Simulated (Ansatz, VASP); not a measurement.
## Two plane-wave programs on SiMo3

```
CELL_PARAMETERS angstrom
4.88900 0.00000 0.00000
0.00000 4.88900 0.00000
0.00000 0.00000 4.88900
ATOMIC_POSITIONS crystal
Mo 0.00000 0.50000 0.25000
Mo 0.00000 0.50000 0.75000
Mo 0.50000 0.25000 0.00000
Mo 0.75000 0.00000 0.50000
Mo 0.50000 0.75000 0.00000
Mo 0.25000 0.00000 0.50000
Si 0.50000 0.50000 0.50000
Si 0.00000 0.00000 0.00000
```

Alike in both runs: task relaxation of cell and atoms; functional PBEsol; k mesh 6 × 6 × 6; occupations fermi-dirac, width 0.05 eV; no spin polarisation.

|  | VASP | Ansatz |
| --- | --- | --- |
| version | VASP 6.6.1 | Ansatz 0.2.0 |
| potentials or method | VASP PAW PBE potentials, release 64 (Mo_sv, Si) | Ansatz PAW |
| plane-wave cutoff (eV) | 600 | 420 |
| valence electrons in the cell | 92 | 92 |

Ansatz gave:

```
gap on the k mesh at the Fermi level, each at its own relaxed structure (eV) : none
relaxed volume (Å³/atom)                                                     : 14.36
relaxed cell length with the largest relative difference (Å)                 : 4.861
energy change over the relaxation (meV/atom)                                 : -3
```

**Question.** Which values does VASP return?

**Answer.** gap on the k mesh at the Fermi level, each at its own relaxed structure (eV): none; relaxed volume (Å³/atom): 14.39; relaxed cell length with the largest relative difference (Å): 4.865; energy change over the relaxation (meV/atom): -3.

A gap of «none» marks a metal or a gap that the smearing closes.

Caveats: the PAW data sets were made with another functional, which shifts forces and pressure a little (VASP); the plane-wave basis is chosen anew once the cell has moved, so the energies of steps on either side of that aren't comparable (Ansatz); the PAW data sets come from PBE, with cores solved anew for the run's functional, which leaves a small shift of forces and pressure (Ansatz).
